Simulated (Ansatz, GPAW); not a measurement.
Given: the input of a run of Ansatz 0.2.0 on ZnS (Wurtzite-2H). 

Contents of input.yaml:

```yaml
crystal:
  lattice:
    - [3.811, 0.0, 0.0]
    - [-1.9055, 3.3004228138, 0.0]
    - [0.0, 0.0, 6.234]
  atoms:
    - { symbol: Zn, position: [0.6666666667, 0.3333333333, 0.5] }
    - { symbol: Zn, position: [0.3333333333, 0.6666666667, 0.0] }
    - { symbol: S, position: [0.6666666667, 0.3333333333, 0.885] }
    - { symbol: S, position: [0.3333333333, 0.6666666667, 0.385] }
hamiltonian:
  xc: pbe
  pseudopotentials: { kind: paw }
kpoints:
  mp_grid: { grid: [8, 8, 5] }
scf:
  occupations: { method: fermi_dirac, width: 0.05 }
basis:
  ecutwfc: "500 eV"
output:
  forces: true
  stress: true
  eigenvalues: true
```

Potentials or basis: Ansatz PAW.

Launch:

```bash
$ ansatz run input.yaml --threads 2 --pin off --max-ram 5120MiB --backend cpu --events-out ev --progress --plain --runs-dir out
```

Question: Set up the same calculation for GPAW 26.7.0. Potentials or basis there: GPAW PAW data sets (gpaw-data 1.2.1), cutoff 600 eV.

Answer: As run (cutoffs and basis follow the program's own potentials, and thresholds, step limits or extra output files can differ):

run.py

```python
from ase.io import read
from gpaw import PW
from gpaw.dft import DFT

atoms = read('POSCAR')

dft = DFT(atoms,
          mode=PW(600),
          xc='PBE',
          kpts={'size': (8, 8, 5), 'gamma': True},
          occupations={'name': 'fermi-dirac', 'width': 0.05},
          nbands=31,
          convergence={'density': 1e-05, 'energy': 1e-05},
          maxiter=150,
          txt='gpaw.txt')
print(f'Energy: {dft.calculate_energy():.6f} eV')
print('Forces (eV/A):')
print(dft.calculate_forces().round(4))
print('Stress (eV/A^3):', dft.calculate_stress().round(6))
dft.write_gpw_file('gs.gpw')
```

POSCAR

```
ZnS
1.0
    3.8110000000      0.0000000000      0.0000000000
   -1.9055000000      3.3004228138      0.0000000000
    0.0000000000      0.0000000000      6.2340000000
Zn S
2 2
Direct
    0.6666666667      0.3333333333      0.5000000000
    0.3333333333      0.6666666667      0.0000000000
    0.6666666667      0.3333333333      0.8850000000
    0.3333333333      0.6666666667      0.3850000000
```

Potentials or basis: GPAW PAW data sets (gpaw-data 1.2.1), pw.

Launch:

```bash
$ OMP_NUM_THREADS=1 python run.py
```

Both were run:

|  | Ansatz | GPAW |
| --- | --- | --- |
| Pressure | 2.3 GPa | 2.4 GPa |
| Largest force | 0.320 eV/Å | 0.328 eV/Å |

Ansatz's pressure holds a Pulay term of +0.02 GPa for its cutoff of 500 eV, which the other run lacks.

Pressure is positive in compression.
